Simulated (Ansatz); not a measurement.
**GeTe (alpha-GeTe type, space group R3m): frozen-phonon scan**

GeTe (alpha-GeTe type, space group R3m)

```
CELL_PARAMETERS angstrom
      4.22663     2.44024     7.27983
     -2.11331     1.22012     3.63992
      0.00000    -2.44024     3.63992
ATOMIC_POSITIONS crystal
  Ge 0.11712 0.23423 0.23423
  Ge 0.61712 0.23423 0.23423
  Te 0.38288 0.76577 0.76577
  Te 0.88288 0.76577 0.76577
```

A phonon eigenvector at L = (0.5, 0.0, 0.0) is frozen into this cell: atom i moves by Q times the vector below, so Q is the largest atomic displacement, in Å. The cell is held. (q is in reciprocal vectors of the primitive cell; the cell shown is doubled to hold the pattern.)

```json
[
 {"atom": "Ge1", "x": "-0.500", "y": "0.866", "z": "0.000"},
 {"atom": "Ge2", "x": "0.500", "y": "-0.866", "z": "0.000"},
 {"atom": "Te3", "x": "0.422", "y": "-0.731", "z": "0.000"},
 {"atom": "Te4", "x": "-0.422", "y": "0.731", "z": "0.000"}
]
```

Level of theory: PBE (plane waves to 420 eV, PAW, scalar-relativistic; Ansatz, a program for electronic structure). k mesh 5×10×10 (Γ-centred), Fermi-Dirac smearing 0.05 eV. E stands for the smeared free energy. Compression counts positive. GeTe was relaxed with its symmetry unable to fall. Spin-orbit coupling is left out, though Te is heavy. ΔE is measured from the undisplaced structure.

| Q (Å) | ΔE (meV/cell) | −dE/dQ from forces (eV/Å) | P (GPa) |
|---|---|---|---|
| -0.180 | 101.5 | 1.116 | 0.37 |
| -0.150 | 70.7 | 0.936 | 0.26 |
| -0.120 | 45.4 | 0.753 | 0.17 |
| -0.090 | 25.6 | 0.567 | 0.09 |
| -0.060 | 11.4 | 0.379 | 0.04 |
| -0.030 | 2.8 | 0.190 | 0.01 |
| 0.000 | 0.0 | 0.000 | 0.00 |
| 0.030 | 2.8 | -0.190 | 0.01 |
| 0.060 | 11.4 | -0.379 | 0.04 |
| 0.090 | 25.6 | -0.567 | 0.09 |
| 0.120 | 45.4 | -0.753 | 0.17 |
| 0.150 | 70.7 | -0.936 | 0.26 |
| 0.180 | 101.5 | -1.116 | 0.37 |

Key numbers:

The energy at Q = 0.180 Å is 101.5 meV/cell. Space group of the distorted cell: Cc (No. 9), lowered from R3m. Symmetry of the curve: even: the same for both signs. Shape of the curve: a single well with its minimum at or next to zero displacement. Harmonic wavenumber from the curvature (finite differences): 73 cm⁻¹. Wavenumber by perturbation theory (DFPT, on another k mesh): 73 cm⁻¹.

(For displaced atoms, the force is minus the slope of the energy, and its curvature is a force constant, which sets phonon frequencies.)
